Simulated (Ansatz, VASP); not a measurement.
Li: VASP beside Ansatz

The input INCAR:

```
  ALGO = Normal
  EDIFF = 1E-7
  ENCUT = 520
  GGA = PS
  ISIF = 2
  ISMEAR = -1
  IVDW = 13
  LASPH = T
  LCHARG = F
  LREAL = F
  LWAVE = F
  NBANDS = 8
  NELM = 80
  PREC = Accurate
  SIGMA = 0.05
```

Contents of KPOINTS:

```
k-points
0
Gamma
  10 10 10
```

Contents of POSCAR:

```
Li
1.0
    0.0000000000      2.1515271318      2.1515271318
    2.1515271318      0.0000000000      2.1515271318
    2.1515271318      2.1515271318      0.0000000000
Li
1
Direct
    0.0000000000      0.0000000000      0.0000000000
```

File input.yaml:

```yaml
crystal:
  lattice:
    - [0.0, 2.1515271318, 2.1515271318]
    - [2.1515271318, 0.0, 2.1515271318]
    - [2.1515271318, 2.1515271318, 0.0]
  atoms:
    - { symbol: Li, position: [0.0, 0.0, 0.0] }
hamiltonian:
  xc: pbesol
  pseudopotentials: { kind: paw }
  dispersion: d4
kpoints:
  mp_grid: { grid: [10, 10, 10] }
scf:
  occupations: { method: fermi_dirac, width: 0.05 }
output:
  forces: true
  stress: true
  eigenvalues: true
  write_density: true
  write_potential: true
  elf: true
  volumetric_format: npy
```

This isn't the form of Li at room conditions, which is bcc.

Alike in both runs: task single point; functional PBEsol; dispersion D4; k mesh 10 × 10 × 10; occupations fermi-dirac, width 0.05 eV; no spin polarisation.

|  | VASP | Ansatz |
| --- | --- | --- |
| version | VASP 6.6.1 | Ansatz 0.2.0 |
| potentials or method | VASP PAW PBE potentials, release 64 (Li_sv) | Ansatz PAW |
| plane-wave cutoff (eV) | 520 | 420 |
| valence electrons in the cell | 3 | 3 |

Ansatz gave:

| Property | Result |
| --- | --- |
| gap on the k mesh at the Fermi level (eV) | none |
| dispersion energy (meV/atom) | -11.4 |

Estimate VASP's values.

gap on the k mesh at the Fermi level (eV): none; dispersion energy (meV/atom): -11.3.

A gap of «none» marks a metal or a gap that the smearing closes.
